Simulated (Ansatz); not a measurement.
HfO2:

```
Hf O
1.0
     5.11800    0.00000    0.00000
     0.00000    5.18570    0.00000
    -0.85866    0.00000    5.21387
Hf O
4 8
Direct
  0.27550 0.46030 0.70800
  0.72450 0.96030 0.79200
  0.72450 0.53970 0.29200
  0.27550 0.03970 0.20800
  0.07420 0.16840 0.84670
  0.92580 0.66840 0.65330
  0.92580 0.83160 0.15330
  0.07420 0.33160 0.34670
  0.44870 0.74190 0.98010
  0.55130 0.24190 0.51990
  0.55130 0.25810 0.01990
  0.44870 0.75810 0.48010
```

```yaml
Program: Ansatz 0.2.0
Task: relaxation of cell and atoms
Functional: BLYP
Dispersion: D4
Potentials_or_basis: Ansatz PAW
Cutoff: "420 eV (not typed: the program's choice for these potentials)"
k_mesh: 4 × 4 × 4
Occupations: fermi-dirac, width 0.05 eV
Spin: no spin polarisation
```

At the start: volume 11.53 Å³/atom.

Problem. How do energy, volume and symmetry change on relaxing?

Solution. It ends after 9 steps and the volume is 11.84 Å³/atom (+2.6 %); space group P2_1/c (No. 14, to 0.05 Å).

The path:
```csv
step,energy change (eV),largest force (eV/Å),volume (Å³)
1,0.0000,0.5162,138.38
2,-0.0421,0.2206,142.31
3,-0.0680,0.0893,141.90
4,-0.0692,0.0828,141.98
5,-0.0726,0.0256,141.75
6,-0.0723,0.0041,141.84
7,-0.0950,0.0051,141.84
8,-0.0941,0.0025,142.03
9,-0.0950,0.0025,142.03
```

Final structure:
```
CELL_PARAMETERS angstrom
5.16027 0.00000 -0.00509
0.00000 5.20588 0.00000
-0.87093 0.00000 5.28774
ATOMIC_POSITIONS crystal
Hf 0.27520 0.45877 0.70868
Hf 0.72480 0.95877 0.79132
Hf 0.72480 0.54123 0.29132
Hf 0.27520 0.04123 0.20868
O 0.06698 0.17294 0.84903
O 0.93302 0.67294 0.65097
O 0.93302 0.82706 0.15097
O 0.06698 0.32706 0.34903
O 0.44830 0.74307 0.97597
O 0.55170 0.24307 0.52403
O 0.55170 0.25693 0.02403
O 0.44830 0.75693 0.47597
```

Caveat: the plane-wave basis is chosen anew once the cell has moved, so the energies of steps on either side of that aren't comparable; the pressure holds a Pulay correction of +0.9 GPa for the finite cutoff; the PAW data sets come from PBE, with cores solved anew for the run's functional, which leaves a small shift of forces and pressure.
